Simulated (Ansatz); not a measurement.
Method: DFT PBE, scalar-relativistic, plane waves, PAW (Ansatz 0.2.0). All cells share a 420 eV cutoff and Γ-centred k meshes spaced at most about 0.3 Å⁻¹ (2π included). No spin polarisation in the final relaxations.

These are static total energies at zero pressure. All come from trial cells, and lower structures may exist.

Task: Which of these relaxed structures of KF is the lowest in energy?
1.

```
CELL_PARAMETERS angstrom
6.00881 0.00000 0.00000
0.00000 6.00881 0.00000
0.00000 0.00000 4.77605
ATOMIC_POSITIONS crystal
K 0.00000 0.00000 0.00000
F 0.00000 0.00000 0.50000
```

2.

```
CELL_PARAMETERS angstrom
3.66192 0.00000 0.00000
0.00000 3.66494 0.00000
-0.27507 -0.10854 12.61359
ATOMIC_POSITIONS crystal
K 0.02265 0.49842 0.75212
K 0.97735 0.50158 0.24788
F 0.52264 0.99842 0.75229
F 0.47736 0.00158 0.24771
```

3.

```
CELL_PARAMETERS angstrom
0.00000 2.71032 2.71032
2.71032 0.00000 2.71032
2.71032 2.71032 0.00000
ATOMIC_POSITIONS crystal
K 0.50000 0.50000 0.50000
F 0.00000 0.00000 0.00000
```

4.

```
CELL_PARAMETERS angstrom
3.69324 0.00000 0.00000
-1.84662 3.19844 0.00000
0.00000 0.00000 3.36210
ATOMIC_POSITIONS crystal
K 0.00000 0.00000 0.50000
F 0.66667 0.33333 0.00000
```

Result: 3. It has the rock salt type, space group Fm-3m (No. 225); the next, 4, with the tungsten carbide type, space group P-6m2 (No. 187), lies 62 meV/atom higher. Counting F atoms around K (those within 1.25 times the shortest such distance or 1.15 times the sum of covalent radii, 1.27 where that leaves under three), the lowest and the next both have K 6.

No dispersion correction is applied, so the spacing and binding between layers, chains or molecules are poorly described (P-1, P4/mmm), and this can change margins and order among such cells. With atoms moved at random, Fm-3m came back. Other cells relaxed within their symmetry can be saddle points. The P-1 cell of KF came from shaking the P4/mmm one. The part of the Crystallography Open Database at hand lists KF in space group No. 225; sharing a group (Fm-3m) doesn't make a cell the listed structure. Some candidate types were left out of the draw beforehand, so a known form may be missing.
